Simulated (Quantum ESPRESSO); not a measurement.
# Ge (Fd-3m) in Quantum ESPRESSO: a series of runs, part 2 of 3

Quantum ESPRESSO 7.5. Earlier steps stand in the parts before.

### 3 Phonons, LDA

pw.in

```
&CONTROL
  calculation = 'scf'
  prefix = 'pwscf'
  outdir = './tmp'
  pseudo_dir = './pseudo'
  tprnfor = .true.
  tstress = .true.
  disk_io = 'low'
/
&SYSTEM
  ibrav = 0
  nat = 2
  ntyp = 1
  ecutwfc = 45
  ecutrho = 360
  nbnd = 21
  occupations = 'smearing'
  smearing = 'gaussian'
  degauss = 0.01999163
/
&ELECTRONS
  conv_thr = 4d-10
  electron_maxstep = 120
  mixing_beta = 0.5
/
ATOMIC_SPECIES
Ge    72.6300 ge_lda_v1.4.uspp.F.UPF
CELL_PARAMETERS angstrom
   0.0000000000    2.8289100000    2.8289100000
   2.8289100000    0.0000000000    2.8289100000
   2.8289100000    2.8289100000    0.0000000000
ATOMIC_POSITIONS crystal
Ge     0.7500000000    0.7500000000    0.7500000000
Ge     0.5000000000    0.5000000000    0.5000000000
K_POINTS automatic
8 8 8 0 0 0
```

relax.in

```
&CONTROL
  calculation = 'vc-relax'
  prefix = 'pwscf'
  outdir = './tmp'
  pseudo_dir = './pseudo'
  tprnfor = .true.
  tstress = .true.
  disk_io = 'low'
  nstep = 40
  forc_conv_thr = 0.0001
  etot_conv_thr = 1d-06
/
&SYSTEM
  ibrav = 0
  nat = 2
  ntyp = 1
  ecutwfc = 45
  ecutrho = 360
  nbnd = 21
  occupations = 'smearing'
  smearing = 'gaussian'
  degauss = 0.01999163
/
&ELECTRONS
  conv_thr = 4d-10
  electron_maxstep = 120
  mixing_beta = 0.5
/
&IONS
  ion_dynamics = 'bfgs'
/
&CELL
  cell_dynamics = 'bfgs'
  press = 0
  press_conv_thr = 0.2
/
ATOMIC_SPECIES
Ge    72.6300 ge_lda_v1.4.uspp.F.UPF
CELL_PARAMETERS angstrom
   0.0000000000    2.8289100000    2.8289100000
   2.8289100000    0.0000000000    2.8289100000
   2.8289100000    2.8289100000    0.0000000000
ATOMIC_POSITIONS crystal
Ge     0.7500000000    0.7500000000    0.7500000000
Ge     0.5000000000    0.5000000000    0.5000000000
K_POINTS automatic
8 8 8 0 0 0
```

scf2.in

```
&CONTROL
  calculation = 'scf'
  prefix = 'pwscf'
  outdir = './tmp'
  pseudo_dir = './pseudo'
  tprnfor = .true.
  tstress = .true.
  disk_io = 'low'
/
&SYSTEM
  ibrav = 0
  nat = 2
  ntyp = 1
  ecutwfc = 45
  ecutrho = 360
  nbnd = 21
  occupations = 'smearing'
  smearing = 'gaussian'
  degauss = 0.01999163
/
&ELECTRONS
  conv_thr = 1d-13
  electron_maxstep = 120
  mixing_beta = 0.5
  startingpot = 'file'
  startingwfc = 'file'
/
ATOMIC_SPECIES
Ge    72.6300 ge_lda_v1.4.uspp.F.UPF
CELL_PARAMETERS angstrom
   0.0000000000    2.8091558342    2.8091558342
   2.8091558342    0.0000000000    2.8091558342
   2.8091558342    2.8091558342    0.0000000000
ATOMIC_POSITIONS crystal
Ge     0.7500000000    0.7500000000    0.7500000000
Ge     0.5000000000    0.5000000000    0.5000000000
K_POINTS automatic
8 8 8 0 0 0
```

ph.in

```
phonons of Ge
&INPUTPH
  prefix = 'pwscf'
  outdir = './tmp'
  tr2_ph = 1d-18
  fildyn = 'dyn'
  niter_ph = 90
  alpha_mix(1) = 0.4
/
0.0000000000 0.0000000000 0.0000000000
```

dynmat.in

```
&INPUT
  fildyn = 'dyn'
  asr = 'crystal'
  filout = 'dynmat.disp'
  fileig = 'dynmat.eig'
/
```

Potentials or basis: GBRV 1.5 LDA.

The run is started by

```sh
OMP_NUM_THREADS=1 pw.x -in pw.in > pw.out
OMP_NUM_THREADS=1 pw.x -in relax.in > relax.out
OMP_NUM_THREADS=1 pw.x -in scf2.in > scf2.out
OMP_NUM_THREADS=1 ph.x -in ph.in > ph.out
OMP_NUM_THREADS=1 dynmat.x -in dynmat.in > dynmat.out
```

pw.out:

```text
This program is part of the open-source Quantum ESPRESSO suite
     for quantum simulation of materials; please cite
         "P. Giannozzi et al., J. Phys.:Condens. Matter 21 395502 (2009);
         "P. Giannozzi et al., J. Phys.:Condens. Matter 29 465901 (2017);
         "P. Giannozzi et al., J. Chem. Phys. 152 154105 (2020);
     in publications or presentations arising from this work. More details at

     Message from routine setup:
     using ibrav=0 with symmetry is DISCOURAGED, use correct ibrav instead

     G-vector sticks info
     --------------------
     sticks:   dense  smooth     PW     G-vecs:    dense   smooth      PW
     Sum        1417     703    211                35149    12387    2109

     Using Slab Decomposition

     bravais-lattice index     =            0
     lattice parameter (alat)  =       7.5602  a.u.
     unit-cell volume          =     305.5512 (a.u.)^3
     number of atoms/cell      =            2
     number of atomic types    =            1
     number of electrons       =        28.00
     number of Kohn-Sham states=           21
     kinetic-energy cutoff     =      45.0000  Ry
     charge density cutoff     =     360.0000  Ry
     scf convergence threshold =      4.0E-10
     mixing beta               =       0.5000
     number of iterations used =            8  plain     mixing
     Exchange-correlation=  SLA  PZ   NOGX NOGC
                           (   1   1   0   0   0   0   0)
[... 139 lines left out ...]
   -16.4825 -16.4825  -4.6684   7.9592   8.1502   8.1502   8.1502  10.6778
    10.6778  10.6778  14.3485  17.6667  17.6667
[... 111 lines left out ...]
   -16.7947 -16.7787 -16.6893 -16.6304 -16.6038 -16.5906 -16.5850 -16.5358
   -16.4410 -16.4266  -1.2608  -0.2008   3.8011   5.5178   9.2217  12.1578
    15.2446  15.4711  16.2306  17.9520  21.5442

          k =-0.7071 0.0000 0.0000 (  1588 PWs)   bands (ev):

   -16.7777 -16.7777 -16.6916 -16.6916 -16.5921 -16.5921 -16.5348 -16.5348
   -16.4416 -16.4416  -0.7908  -0.7908   5.0772   5.0772   8.8133   8.8133
    17.5491  17.5491  19.5718  19.5718  20.9395

          k = 0.3536 0.1768 0.0000 (  1552 PWs)   bands (ev):
[... 31 lines left out ...]
   -16.7932 -16.7827 -16.6826 -16.6325 -16.6060 -16.6030 -16.5692 -16.5408
   -16.4380 -16.4288  -1.8137   0.4234   3.8452   5.4201  10.7382  12.6064
    13.0469  14.8397  16.3069  17.7957  21.3517

          k =-0.7071 0.1768-0.0000 (  1568 PWs)   bands (ev):

   -16.7853 -16.7853 -16.6725 -16.6725 -16.5938 -16.5938 -16.5512 -16.5512
   -16.4349 -16.4349  -0.7436  -0.7436   4.6022   4.6022  10.0119  10.0119
    15.6643  15.6643  19.1032  19.1032  20.9920

          k =-0.7071 0.3536 0.0000 (  1564 PWs)   bands (ev):

   -16.7914 -16.7914 -16.6491 -16.6491 -16.5999 -16.5999 -16.5679 -16.5679
   -16.4294 -16.4294  -0.6939  -0.6939   4.2338   4.2338  12.3881  12.3881
    12.7983  12.7983  19.0737  19.0737  21.0682

     the Fermi energy is     8.1106 ev

!    total energy              =    -426.17036228 Ry
     estimated scf accuracy    <          2.9E-10 Ry
     smearing contrib. (-TS)   =      -0.00042288 Ry
     internal energy E=F+TS    =    -426.16993940 Ry

     The total energy is F=E-TS. E is the sum of the following terms:
     one-electron contribution =    -279.12945711 Ry
     hartree contribution      =     165.00108056 Ry
     xc contribution           =    -114.54080466 Ry
     ewald contribution        =    -197.50075820 Ry

     convergence has been achieved in   7 iterations

     Forces acting on atoms (cartesian axes, Ry/au):

     atom    1 type  1   force =     0.00000000    0.00000000   -0.00000000
     atom    2 type  1   force =    -0.00000000   -0.00000000    0.00000000

     Total force =     0.000000     Total SCF correction =     0.000000

     Computing stress (Cartesian axis) and pressure

          total   stress  (Ry/bohr**3)                   (kbar)     P=      -14.36
  -0.00009764  -0.00000000  -0.00000000          -14.36       -0.00       -0.00
  -0.00000000  -0.00009764   0.00000000           -0.00      -14.36        0.00
  -0.00000000   0.00000000  -0.00009764           -0.00        0.00      -14.36

=------------------------------------------------------------------------------=
   JOB DONE.
=------------------------------------------------------------------------------=
```

relax.out:

```text
This program is part of the open-source Quantum ESPRESSO suite
     for quantum simulation of materials; please cite
         "P. Giannozzi et al., J. Phys.:Condens. Matter 21 395502 (2009);
         "P. Giannozzi et al., J. Phys.:Condens. Matter 29 465901 (2017);
         "P. Giannozzi et al., J. Chem. Phys. 152 154105 (2020);
[... 1848 lines left out ...]
  -0.00000000   0.00000009  -0.00000000           -0.00        0.01       -0.00
  -0.00000000  -0.00000000   0.00000009           -0.00       -0.00        0.01

=------------------------------------------------------------------------------=
   JOB DONE.
=------------------------------------------------------------------------------=
```

Wall time 3.6 min (1 thread of Intel Xeon 6975P-C (Granite Rapids), shared host); peak memory 0.17 GiB.

Results:

```
Free energy                            : -5798.3464 eV
Relaxed volume                         : 22.17 Å³/atom
Relaxed cell                           : a = 3.973 Å, b = 3.973 Å, c = 3.973 Å, α = 60.00°, β = 60.00°, γ = 60.00°
Space group after relaxing (to 0.05 Å) : Fd-3m (No. 227)
Pressure after relaxing                : 0.0 GPa
Band gap on the k mesh                 : none (metal or under the smearing width)
Highest phonon frequency at Γ          : 286 cm⁻¹
```

Step by step:
| step | energy change (eV) | largest force (eV/Å) | pressure (GPa) | volume (Å³) |
| --- | --- | --- | --- | --- |
| 1 | 0.0000 | 0.0000 | -1.44 | 45.28 |
| 2 | -0.0024 | 0.0000 | -0.92 | 44.95 |
| 3 | -0.0041 | 0.0000 | -0.19 | 44.45 |
| 4 | -0.0042 | 0.0000 | 0.01 | 44.33 |
| 5 | -0.0042 | 0.0000 | 0.00 | 44.34 |

Final structure:
```cif
data_structure
_symmetry_space_group_name_H-M 'P 1'
_symmetry_Int_Tables_number 1
_cell_length_a 3.9727
_cell_length_b 3.9727
_cell_length_c 3.9727
_cell_angle_alpha 60.000
_cell_angle_beta 60.000
_cell_angle_gamma 60.000
_cell_volume 44.34
loop_
_atom_site_label
_atom_site_type_symbol
_atom_site_fract_x
_atom_site_fract_y
_atom_site_fract_z
_atom_site_occupancy
Ge1 Ge 0.75000 0.75000 0.75000 1
Ge2 Ge 0.50000 0.50000 0.50000 1
```

Phonon frequencies in cm⁻¹ (negative: imaginary):
```csv
q point,frequencies
"(0.000, 0.000, 0.000)",-5 -5 -5 286 286 286
```

Optical modes at Γ, degenerate ones joined:
| cm⁻¹ | components | symmetry | active in |
| --- | --- | --- | --- |
| 286 | 3 | T2g | Raman |

Caveat: this crystal is a semiconductor, whose small gap the functional closes, so the metal is an error of the method.

### 4 Phonons, LDA

pw.in, as its differences from that of step 3:

```diff
@@ -13,8 +13,7 @@
   ntyp = 1
-  ecutwfc = 45
-  ecutrho = 360
+  ecutwfc = 78
   nbnd = 21
   occupations = 'smearing'
-  smearing = 'gaussian'
-  degauss = 0.01999163
+  smearing = 'mv'
+  degauss = 0.01469973
 /
@@ -26,3 +25,3 @@
 ATOMIC_SPECIES
-Ge    72.6300 ge_lda_v1.4.uspp.F.UPF
+Ge    72.6300 Ge.upf
 CELL_PARAMETERS angstrom
```

relax.in, as its differences from that of step 3:

```diff
@@ -16,8 +16,7 @@
   ntyp = 1
-  ecutwfc = 45
-  ecutrho = 360
+  ecutwfc = 78
   nbnd = 21
   occupations = 'smearing'
-  smearing = 'gaussian'
-  degauss = 0.01999163
+  smearing = 'mv'
+  degauss = 0.01469973
 /
@@ -37,3 +36,3 @@
 ATOMIC_SPECIES
-Ge    72.6300 ge_lda_v1.4.uspp.F.UPF
+Ge    72.6300 Ge.upf
 CELL_PARAMETERS angstrom
```

scf2.in

```
&CONTROL
  calculation = 'scf'
  prefix = 'pwscf'
  outdir = './tmp'
  pseudo_dir = './pseudo'
  tprnfor = .true.
  tstress = .true.
  disk_io = 'low'
/
&SYSTEM
  ibrav = 0
  nat = 2
  ntyp = 1
  ecutwfc = 78
  nbnd = 21
  occupations = 'smearing'
  smearing = 'mv'
  degauss = 0.01469973
/
&ELECTRONS
  conv_thr = 1d-13
  electron_maxstep = 120
  mixing_beta = 0.5
  startingpot = 'file'
  startingwfc = 'file'
/
ATOMIC_SPECIES
Ge    72.6300 Ge.upf
CELL_PARAMETERS angstrom
   0.0000000000    2.8086527286    2.8086527286
   2.8086527286    0.0000000000    2.8086527286
   2.8086527286    2.8086527286    0.0000000000
ATOMIC_POSITIONS crystal
Ge     0.7500000000    0.7500000000    0.7500000000
Ge     0.5000000000    0.5000000000    0.5000000000
K_POINTS automatic
8 8 8 0 0 0
```

ph.in is that of step 3.

dynmat.in is that of step 3.

Potentials or basis: PseudoDojo 0.4.1 SR LDA standard.

The run is started by

```sh
OMP_NUM_THREADS=1 pw.x -in pw.in > pw.out
OMP_NUM_THREADS=1 pw.x -in relax.in > relax.out
OMP_NUM_THREADS=1 pw.x -in scf2.in > scf2.out
OMP_NUM_THREADS=1 ph.x -in ph.in > ph.out
OMP_NUM_THREADS=1 dynmat.x -in dynmat.in > dynmat.out
```

pw.out:

```text
This program is part of the open-source Quantum ESPRESSO suite
     for quantum simulation of materials; please cite
[... 9 lines left out ...]
     --------------------
     sticks:   dense  smooth     PW     G-vecs:    dense   smooth      PW
     Sum        1237    1237    361                28475    28475    4573

     Using Slab Decomposition

     bravais-lattice index     =            0
     lattice parameter (alat)  =       7.5602  a.u.
     unit-cell volume          =     305.5512 (a.u.)^3
     number of atoms/cell      =            2
     number of atomic types    =            1
     number of electrons       =        28.00
     number of Kohn-Sham states=           21
     kinetic-energy cutoff     =      78.0000  Ry
     charge density cutoff     =     312.0000  Ry
     scf convergence threshold =      4.0E-10
     mixing beta               =       0.5000
[... 304 lines left out ...]
          k =-0.7071 0.1768-0.0000 (  3542 PWs)   bands (ev):

   -15.7542 -15.7542 -15.6416 -15.6416 -15.5635 -15.5635 -15.5209 -15.5209
   -15.4047 -15.4047   0.3398   0.3398   5.6903   5.6903  11.1018  11.1018
    16.7566  16.7566  20.1905  20.1905  22.0896

          k =-0.7071 0.3536 0.0000 (  3552 PWs)   bands (ev):

   -15.7603 -15.7603 -15.6183 -15.6183 -15.5695 -15.5695 -15.5375 -15.5375
   -15.3992 -15.3992   0.3893   0.3893   5.3219   5.3219  13.4799  13.4799
    13.8893  13.8893  20.1601  20.1601  22.1677

     the Fermi energy is     9.1169 ev

!    total energy              =    -356.93954600 Ry
     estimated scf accuracy    <          1.4E-10 Ry
     smearing contrib. (-TS)   =       0.00019542 Ry
     internal energy E=F+TS    =    -356.93974142 Ry

     The total energy is F=E-TS. E is the sum of the following terms:
     one-electron contribution =    -184.28804493 Ry
     hartree contribution      =     110.70701115 Ry
     xc contribution           =     -85.85794944 Ry
     ewald contribution        =    -197.50075820 Ry

     convergence has been achieved in   8 iterations

     Forces acting on atoms (cartesian axes, Ry/au):

     atom    1 type  1   force =     0.00000000   -0.00000000    0.00000000
     atom    2 type  1   force =    -0.00000000    0.00000000   -0.00000000

     Total force =     0.000000     Total SCF correction =     0.000000

     Computing stress (Cartesian axis) and pressure

          total   stress  (Ry/bohr**3)                   (kbar)     P=      -14.45
  -0.00009820  -0.00000000  -0.00000000          -14.45       -0.00       -0.00
  -0.00000000  -0.00009820   0.00000000           -0.00      -14.45        0.00
   0.00000000   0.00000000  -0.00009820            0.00        0.00      -14.45

=------------------------------------------------------------------------------=
   JOB DONE.
=------------------------------------------------------------------------------=
```

It took 16 min on 1 thread of AMD EPYC 7R43 (Zen 3), shared host; peak memory 0.1 GiB.

Results:

```
Free energy                            : -4856.4143 eV
Relaxed volume                         : 22.16 Å³/atom
Relaxed cell                           : a = 3.972 Å, b = 3.972 Å, c = 3.972 Å, α = 60.00°, β = 60.00°, γ = 60.00°
Space group after relaxing (to 0.05 Å) : Fd-3m (No. 227)
Pressure after relaxing                : 0.0 GPa
Band gap on the k mesh                 : none (metal or under the smearing width)
Highest phonon frequency at Γ          : 290 cm⁻¹
```

The path:
| step | energy change (eV) | largest force (eV/Å) | pressure (GPa) | volume (Å³) |
| --- | --- | --- | --- | --- |
| 1 | 0.0000 | 0.0000 | -1.44 | 45.28 |
| 2 | -0.0025 | 0.0000 | -0.97 | 44.95 |
| 3 | -0.0044 | 0.0000 | -0.22 | 44.45 |
| 4 | -0.0045 | 0.0000 | 0.01 | 44.31 |
| 5 | -0.0045 | 0.0000 | 0.00 | 44.31 |

Final structure:
```cif
data_structure
_symmetry_space_group_name_H-M 'P 1'
_symmetry_Int_Tables_number 1
_cell_length_a 3.9720
_cell_length_b 3.9720
_cell_length_c 3.9720
_cell_angle_alpha 60.000
_cell_angle_beta 60.000
_cell_angle_gamma 60.000
_cell_volume 44.31
loop_
_atom_site_label
_atom_site_type_symbol
_atom_site_fract_x
_atom_site_fract_y
_atom_site_fract_z
_atom_site_occupancy
Ge1 Ge 0.75000 0.75000 0.75000 1
Ge2 Ge 0.50000 0.50000 0.50000 1
```

Phonon frequencies in cm⁻¹ (negative: imaginary):
```csv
q point,frequencies
"(0.000, 0.000, 0.000)",-1 -1 -1 290 290 290
```

Optical modes at Γ, degenerate ones joined:
```tsv
cm⁻¹	components	symmetry	active in
290	3	T2g	Raman
```

Caveat: this crystal is a semiconductor, whose small gap the functional closes, so the metal is an error of the method.

[end of part 2 of 3]
